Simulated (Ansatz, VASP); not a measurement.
## CdSe in VASP and in Ansatz

```
Cd Se
1.0
     0.00000    3.09888    3.09888
     3.09888    0.00000    3.09888
     3.09888    3.09888    0.00000
Cd Se
1 1
Direct
  0.00000 0.00000 0.00000
  0.75000 0.75000 0.75000
```

Alike in both runs: functional PBE; k mesh 6 × 6 × 6; no spin polarisation.

Ansatz relaxed the structure, and its values are those at the end. VASP's run is a single point on that final structure, the one shown.

|  | VASP | Ansatz |
| --- | --- | --- |
| version | VASP 6.6.1 | Ansatz 0.2.0 |
| potentials or method | VASP PAW PBE potentials, release 64 (Cd, Se) | plane waves, PAW |
| plane-wave cutoff (eV) | 520 | 420 |
| occupations | fermi-dirac, width 0.1 eV | fermi-dirac |
| valence electrons in the cell | 18 | 36 |

|  | VASP | Ansatz | Ansatz less VASP |
| --- | --- | --- | --- |
| pressure (GPa) | 0.2 | 0.0 | -0.25 |

The two sets of potentials don't hold the same shells in valence.
